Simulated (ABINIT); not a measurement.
PtS2:

```xyz
3
Lattice="3.5432 0.0000 0.0000 -1.7716 3.0685 0.0000 0.0000 0.0000 5.0388" Properties=species:S:1:pos:R:3 pbc="T T T"
Pt    0.0000    0.0000    0.0000
S     1.7716    1.0228    3.8950
S     0.0000    2.0457    1.1438
```

Base run:

```yaml
Program: ABINIT 10.8.3 (patched build)
Functional: PBE
Potentials_or_basis: PseudoDojo NC SR PBE v0.4.1 standard
Cutoff: 952 eV
k_mesh: 7 × 7 × 4
Occupations: fermi-dirac, width 0.05 eV
Spin: no spin polarisation
```

Its results: band gap on the k mesh 0.83 eV, indirect (least direct gap 1.01 eV); largest force 1.242 eV/Å.

Problem. The run is repeated on the same cell with these changes: functional from PBE to LDA; potentials or basis from PseudoDojo NC SR PBE v0.4.1 standard to PseudoDojo NC SR LDA v0.4.1 standard. What comes out?

Solution. Band gap on the k mesh 0.72 eV, indirect (least direct gap 0.88 eV); largest force 0.788 eV/Å.

Caveats: spin-orbit coupling is left out, which moves the levels of the heavy elements; an odd mesh through Γ misses points on the zone boundary, where band edges often lie; forces of over 1 eV/Å show positions far from the minimum, so gaps and moduli don't describe the material at rest (some runs).
